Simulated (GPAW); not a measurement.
# TiB2 (P6/mmm) in GPAW: a series of runs, part 2 of 2

GPAW 26.7.0. Earlier steps stand in the parts before.

## 5. Relaxation of cell and atoms, PBEsol+D3(BJ)

Contents of run.py:

```python
from ase import Atoms
from ase.calculators.mixing import SumCalculator
from ase.filters import FrechetCellFilter
from ase.io import write
from ase.optimize import BFGS
from dftd3.ase import DFTD3
from gpaw import GPAW, PW, setup_paths

setup_paths.insert(0, '.')

atoms = Atoms(['Ti', 'B', 'B'],
              cell=[[3.0292, 0.0, 0.0],
                    [-1.5146, 2.6233641531, 0.0],
                    [0.0, 0.0, 3.2284]],
              scaled_positions=[[0.0, 0.0, 0.0],
                                [0.6666666667, 0.3333333333, 0.5],
                                [0.3333333333, 0.6666666667, 0.5]],
              pbc=True)

calc = GPAW(mode=PW(800),
            xc='PBEsol',
            kpts={'size': (7, 7, 6), 'gamma': True},
            occupations={'name': 'fermi-dirac', 'width': 0.05},
            nbands=20,
            convergence={'density': 1e-05, 'forces': 0.0001},
            maxiter=150,
            txt='gpaw.txt')
atoms.calc = SumCalculator([calc, DFTD3(method='pbesol', damping='d3bj')])
opt = BFGS(FrechetCellFilter(atoms), trajectory='relax.traj', logfile='-')
done = opt.run(fmax=0.02, steps=60)
calc.write('gs.gpw')
write('result.traj', atoms)
print('Converged:', done)
print('Cell:', atoms.cell.cellpar().round(4))
print('Volume:', round(atoms.get_volume(), 4))
print(atoms.get_scaled_positions().round(5))
```

Potentials or basis: PAW data sets generated in the run's folder for this functional, pw.

The run is started by

```
$ gpaw-setup -f PBEsol B Ti
$ OMP_NUM_THREADS=1 python run.py
```

gpaw.txt:

```text
__  _  _
 | _ |_)|_||  |
 |__||  | ||/\| - 26.7.0

Input parameters:
  mode=PW(ecut=800.0),
  convergence={'density': 1e-05, 'forces': 0.0001},
  kpts=MonkhorstPack(size=(7, 7, 6), gamma=True),
  maxiter=150,
  nbands=20,
  occupations=Occupations(name='fermi-dirac', width=0.05),
  xc=XC(name='PBEsol')

Diagonalizing LCAO Hamiltonian
Converting LCAO to pw mode

         B  B

       Ti

Atoms  # Å, Bohr magnetons
|   | symbol |         x |        y |        z |    initial magnetic moments |
|---|--------|-----------|----------|----------|-----------------------------|
| 0 |     Ti |  0.000000 | 0.000000 | 0.000000 | ( 0.0000,  0.0000,  0.0000) |
| 1 |      B |  1.514600 | 0.874455 | 1.614200 | ( 0.0000,  0.0000,  0.0000) |
| 2 |      B | -0.000000 | 1.748909 | 1.614200 | ( 0.0000,  0.0000,  0.0000) |

Unit cell  # Å
| periodic |         x |        y |        z |  lengths |     angles |
|----------|-----------|----------|----------|----------|------------|
|      yes |  3.029200 | 0.000000 | 0.000000 | 3.029200 |  90.000000 |
|      yes | -1.514600 | 2.623364 | 0.000000 | 3.029200 |  90.000000 |
|      yes |  0.000000 | 0.000000 | 3.228400 | 3.228400 | 120.000000 |
[... 1010 lines left out ...]

Unit cell  # Å
| periodic |         x |         y |        z |  lengths |     angles |
|----------|-----------|-----------|----------|----------|------------|
|      yes |  2.994682 | -0.000000 | 0.000000 | 2.994682 |  90.000000 |
|      yes | -1.497341 |  2.593471 | 0.000000 | 2.994682 |  90.000000 |
|      yes |  0.000000 |  0.000000 | 3.158650 | 3.158650 | 120.000000 |

Number of symmetries: 24
Symmetry operations  # r_c * U_cc + t_c -> r_c
|    | kind |            matrix            |
|----|------|------------------------------|
|  0 |  σ   |  1, 1, 0,  0,-1, 0,  0, 0, 1 |
|  1 |  C2  |  1, 1, 0,  0,-1, 0,  0, 0,-1 |
|  2 |  C6  |  1, 1, 0, -1, 0, 0,  0, 0, 1 |
|  3 |  S6  |  1, 1, 0, -1, 0, 0,  0, 0,-1 |
|  4 |  E   |  1, 0, 0,  0, 1, 0,  0, 0, 1 |
|  5 |  σ   |  1, 0, 0,  0, 1, 0,  0, 0,-1 |
|  6 |  σ   |  1, 0, 0, -1,-1, 0,  0, 0, 1 |
|  7 |  C2  |  1, 0, 0, -1,-1, 0,  0, 0,-1 |
|  8 |  σ   |  0, 1, 0,  1, 0, 0,  0, 0, 1 |
[... 226 lines left out ...]
Atoms  # Å, Bohr magnetons
|   | symbol |         x |         y |         z |    initial magnetic moments |
|---|--------|-----------|-----------|-----------|-----------------------------|
| 0 |     Ti | -0.000000 | -0.000000 | -0.000000 | ( 0.0000,  0.0000,  0.0000) |
| 1 |      B |  1.498307 |  0.865048 |  1.576040 | ( 0.0000,  0.0000,  0.0000) |
| 2 |      B | -0.000000 |  1.730096 |  1.576040 | ( 0.0000,  0.0000,  0.0000) |

Unit cell  # Å
| periodic |         x |         y |        z |  lengths |     angles |
|----------|-----------|-----------|----------|----------|------------|
|      yes |  2.996615 | -0.000000 | 0.000000 | 2.996615 |  90.000000 |
|      yes | -1.498307 |  2.595144 | 0.000000 | 2.996615 |  90.000000 |
|      yes |  0.000000 |  0.000000 | 3.152080 | 3.152080 | 120.000000 |

Number of symmetries: 24
Symmetry operations  # r_c * U_cc + t_c -> r_c
|    | kind |            matrix            |
|----|------|------------------------------|
|  0 |  σ   |  1, 1, 0,  0,-1, 0,  0, 0, 1 |
|  1 |  C2  |  1, 1, 0,  0,-1, 0,  0, 0,-1 |
|  2 |  C6  |  1, 1, 0, -1, 0, 0,  0, 0, 1 |
|  3 |  S6  |  1, 1, 0, -1, 0, 0,  0, 0,-1 |
|  4 |  E   |  1, 0, 0,  0, 1, 0,  0, 0, 1 |
|  5 |  σ   |  1, 0, 0,  0, 1, 0,  0, 0,-1 |
|  6 |  σ   |  1, 0, 0, -1,-1, 0,  0, 0, 1 |
|  7 |  C2  |  1, 0, 0, -1,-1, 0,  0, 0,-1 |
|  8 |  σ   |  0, 1, 0,  1, 0, 0,  0, 0, 1 |
[... 464 lines left out ...]
Forces  # eV/Ang
|        x |        y |       z |
|----------|----------|---------|
|  0.00000 |  0.00000 | 0.00000 |  # Ti   0
|  0.00000 | -0.00000 | 0.00000 |  # B    1
| -0.00000 |  0.00000 | 0.00000 |  # B    2

# Writing to gs.gpw (mode='')
```

stdout:

```text
Step          Energy          fmax
BFGS:    0      -25.845360        0.739879
BFGS:    1      -25.859989        0.628879
BFGS:    2      -25.886942        0.102649
BFGS:    3      -25.887495        0.102451
BFGS:    4      -25.888662        0.075732
BFGS:    5      -25.888912        0.028891
BFGS:    6      -25.888834        0.004750
Converged: True
Cell: [  2.9964   2.9964   3.1491  90.      90.     120.    ]
Volume: 24.485
[[0.      0.      0.     ]
 [0.66667 0.33333 0.5    ]
 [0.33333 0.66667 0.5    ]]
```

Wall time 46 s (1 thread of Intel Xeon 6975P-C (Granite Rapids), shared host); peak memory 0.25 GiB.

What came out:

- Free energy: -25.8897 eV
- Relaxed volume: 8.16 Å³/atom
- Relaxed cell: a = 2.996 Å, b = 2.996 Å, c = 3.149 Å, α = 90.00°, β = 90.00°, γ = 120.00°
- Space group after relaxing (to 0.05 Å): P6/mmm (No. 191)
- Energy gained by relaxing: 14.5 meV/atom
- Ionic steps: 7
- Pressure after relaxing: -0.1 GPa
- Band gap on the k mesh: none (metal or under the smearing width)
- Dispersion energy per atom: -0.386 eV

Step by step:
```tsv
step	energy change (eV)	largest force (eV/Å)	pressure (GPa)	volume (Å³)
1	0.0000	0.0000	-11.66	25.66
2	-0.0146	0.0000	-9.55	25.43
3	-0.0416	0.0000	0.73	24.44
4	-0.0421	0.0000	0.26	24.48
5	-0.0433	0.0000	-0.49	24.53
6	-0.0436	0.0000	-0.37	24.51
7	-0.0435	0.0000	-0.08	24.48
```

Final structure:
```xyz
3
Lattice="2.9964 0.0000 0.0000 -1.4982 2.5949 0.0000 0.0000 0.0000 3.1491" Properties=species:S:1:pos:R:3 pbc="T T T"
Ti    0.0000    0.0000    0.0000
B     1.4982    0.8650    1.5745
B     0.0000    1.7299    1.5745
```

Caveat: later steps reuse the first step's grids; pairwise dispersion overbinds metals, which lowers pressure and volume.

## 6. Relaxation of cell and atoms, PBEsol+D3(BJ)+ATM

run.py, as its differences from that of step 5:

```diff
@@ -27,3 +27,3 @@
             txt='gpaw.txt')
-atoms.calc = SumCalculator([calc, DFTD3(method='pbesol', damping='d3bj')])
+atoms.calc = SumCalculator([calc, DFTD3(damping='d3bj', params_tweaks=dict(method='pbesol', atm=True))])
 opt = BFGS(FrechetCellFilter(atoms), trajectory='relax.traj', logfile='-')
```

Potentials or basis: PAW data sets generated in the run's folder for this functional, pw.

The run is started by

```
$ gpaw-setup -f PBEsol B Ti
$ OMP_NUM_THREADS=1 python run.py
```

gpaw.txt:

```text
__  _  _
 | _ |_)|_||  |
 |__||  | ||/\| - 26.7.0

Input parameters:
  mode=PW(ecut=800.0),
  convergence={'density': 1e-05, 'forces': 0.0001},
  kpts=MonkhorstPack(size=(7, 7, 6), gamma=True),
  maxiter=150,
  nbands=20,
  occupations=Occupations(name='fermi-dirac', width=0.05),
  xc=XC(name='PBEsol')

Diagonalizing LCAO Hamiltonian
Converting LCAO to pw mode

         B  B

       Ti

Atoms  # Å, Bohr magnetons
|   | symbol |         x |        y |        z |    initial magnetic moments |
|---|--------|-----------|----------|----------|-----------------------------|
| 0 |     Ti |  0.000000 | 0.000000 | 0.000000 | ( 0.0000,  0.0000,  0.0000) |
| 1 |      B |  1.514600 | 0.874455 | 1.614200 | ( 0.0000,  0.0000,  0.0000) |
| 2 |      B | -0.000000 | 1.748909 | 1.614200 | ( 0.0000,  0.0000,  0.0000) |

Unit cell  # Å
| periodic |         x |        y |        z |  lengths |     angles |
|----------|-----------|----------|----------|----------|------------|
|      yes |  3.029200 | 0.000000 | 0.000000 | 3.029200 |  90.000000 |
|      yes | -1.514600 | 2.623364 | 0.000000 | 3.029200 |  90.000000 |
[... 265 lines left out ...]
|  4 |  E   |  1, 0, 0,  0, 1, 0,  0, 0, 1 |
|  5 |  σ   |  1, 0, 0,  0, 1, 0,  0, 0,-1 |
|  6 |  σ   |  1, 0, 0, -1,-1, 0,  0, 0, 1 |
|  7 |  C2  |  1, 0, 0, -1,-1, 0,  0, 0,-1 |
|  8 |  σ   |  0, 1, 0,  1, 0, 0,  0, 0, 1 |
[... 203 lines left out ...]
No gap
No difference between direct/indirect transitions

Stress tensor  # eV/Ang^3
|        x |        y |        z |
|----------|----------|----------|
| 0.009960 | 0.000000 | 0.000000 |
| 0.000000 | 0.009960 | 0.000000 |
| 0.000000 | 0.000000 | 0.031058 |

Forces  # eV/Ang
|        x |        y |       z |
|----------|----------|---------|
|  0.00000 | -0.00000 | 0.00000 |  # Ti   0
| -0.00000 |  0.00000 | 0.00000 |  # B    1
|  0.00000 | -0.00000 | 0.00000 |  # B    2
[... 748 lines left out ...]
Stress tensor  # eV/Ang^3
|         x |         y |         z |
|-----------|-----------|-----------|
| -0.035611 | -0.000000 |  0.000000 |
| -0.000000 | -0.035611 |  0.000000 |
|  0.000000 |  0.000000 | -0.030137 |

Forces  # eV/Ang
|       x |        y |       z |
|---------|----------|---------|
| 0.00000 | -0.00000 | 0.00000 |  # Ti   0
| 0.00000 | -0.00000 | 0.00000 |  # B    1
| 0.00000 |  0.00000 | 0.00000 |  # B    2

Interpolating wave functions to new cell
[... 245 lines left out ...]
Forces  # eV/Ang
|        x |        y |       z |
|----------|----------|---------|
| -0.00000 | -0.00000 | 0.00000 |  # Ti   0
|  0.00000 |  0.00000 | 0.00000 |  # B    1
| -0.00000 | -0.00000 | 0.00000 |  # B    2

# Writing to gs.gpw (mode='')
```

Run time: 49 s. Hardware: 1 thread of Intel Xeon 6975P-C (Granite Rapids), shared host; peak memory 0.24 GiB.

Results:

| Property | Result |
| --- | --- |
| Free energy | -25.7543 eV |
| Relaxed volume | 8.22 Å³/atom |
| Relaxed cell | a = 3.002 Å, b = 3.002 Å, c = 3.159 Å, α = 90.00°, β = 90.00°, γ = 120.00° |
| Space group after relaxing (to 0.05 Å) | P6/mmm (No. 191) |
| Energy gained by relaxing | 10.9 meV/atom |
| Ionic steps | 6 |
| Pressure after relaxing | -0.2 GPa |
| Band gap on the k mesh | none (metal or under the smearing width) |
| Dispersion energy per atom | -0.339 eV |

The path:
```tsv
step	energy change (eV)	largest force (eV/Å)	pressure (GPa)	volume (Å³)
1	0.0000	0.0000	-10.11	25.66
2	-0.0110	0.0000	-8.25	25.46
3	-0.0310	0.0000	0.63	24.60
4	-0.0315	0.0000	0.28	24.63
5	-0.0326	0.0000	-0.41	24.68
6	-0.0327	0.0000	-0.23	24.66
```

Final structure:
```xyz
3
Lattice="3.0022 0.0000 0.0000 -1.5011 2.5999 0.0000 0.0000 0.0000 3.1588" Properties=species:S:1:pos:R:3 pbc="T T T"
Ti    0.0000    0.0000    0.0000
B     1.5011    0.8666    1.5794
B     0.0000    1.7333    1.5794
```

Levels at points of the mesh, in eV from the Fermi level:
| k point | band 5 | band 6 | band 7 | band 8 | band 9 | band 10 | band 11 | band 12 | band 13 | band 14 |
| --- | --- | --- | --- | --- | --- | --- | --- | --- | --- | --- |
| (0.00, 0.00, 0.00) | -13.56 | -2.67 | -2.67 | -2.11 | -2.07 | 2.14 | 2.14 | 4.06 | 4.06 | 5.94 |
| (0.00, 0.00, 0.50) | -11.45 | -7.66 | -0.47 | -0.47 | -0.17 | -0.17 | 0.56 | 0.56 | 2.01 | 6.68 |

Caveat: later steps reuse the first step's grids; pairwise dispersion overbinds metals, which lowers pressure and volume.

## 7. The reference run

An earlier run on the cell as given: functional PBEsol; potentials or basis PAW data sets generated in the run's folder for this functional; cutoff 800 eV; basis pw; k mesh 10 × 10 × 8; occupations fermi-dirac, width 0.05 eV; no spin polarisation.

* Pressure: -4.6 GPa
* Band gap on the k mesh: none (metal or under the smearing width)

## 8. Overview

| task | level | U | cell | k mesh | cutoff (eV) | maxiter | convergence | optimizer | fmax | max steps | gap on the mesh (eV) | pressure (GPa) | relaxed volume (Å³/atom) |
| --- | --- | --- | --- | --- | --- | --- | --- | --- | --- | --- | --- | --- | --- |
| single point | LDA+U | Ti d U = 8 eV | as given | 8 × 8 × 7 | 600 | 120 | default | - | - | - | none | -0.6 | - |
| relaxation of cell and atoms | PBEsol | - | relaxed | 7 × 7 × 6 | 800 | 150 | density=1e-05 forces=0.0001 | BFGS | 0.02 eV/Å | 60 | none | 0.0 | 8.39 |
| relaxation of cell and atoms | PBEsol+D3 | - | relaxed | 7 × 7 × 6 | 800 | 150 | density=1e-05 forces=0.0001 | BFGS | 0.02 eV/Å | 60 | none | -0.2 | 8.24 |
| relaxation of cell and atoms | PBEsol+D3(BJ) | - | relaxed | 7 × 7 × 6 | 800 | 150 | density=1e-05 forces=0.0001 | BFGS | 0.02 eV/Å | 60 | none | -0.1 | 8.16 |
| relaxation of cell and atoms | PBEsol+D3(BJ)+ATM | - | relaxed | 7 × 7 × 6 | 800 | 150 | density=1e-05 forces=0.0001 | BFGS | 0.02 eV/Å | 60 | none | -0.2 | 8.22 |
| single point | PBEsol | - | as given | 10 × 10 × 8 | 800 | 150 | - | - | - | - | none | -4.6 | - |

Alike in all rows: potentials or basis PAW data sets generated in the run's folder for this functional, pw; no spin polarisation; smearing fermi-dirac 0.05 eV.

Caveats: later steps reuse the first step's grids (some runs); pairwise dispersion overbinds metals, which lowers pressure and volume (some runs); the cutoff is short for stress and forces, so pressures can be off by a GPa or more (some runs); U without spin polarisation on a metal has little footing (some runs); the U is typed as a test and isn't derived for this compound (some runs).

Absolute energies hang on the potentials; compare differences alone.
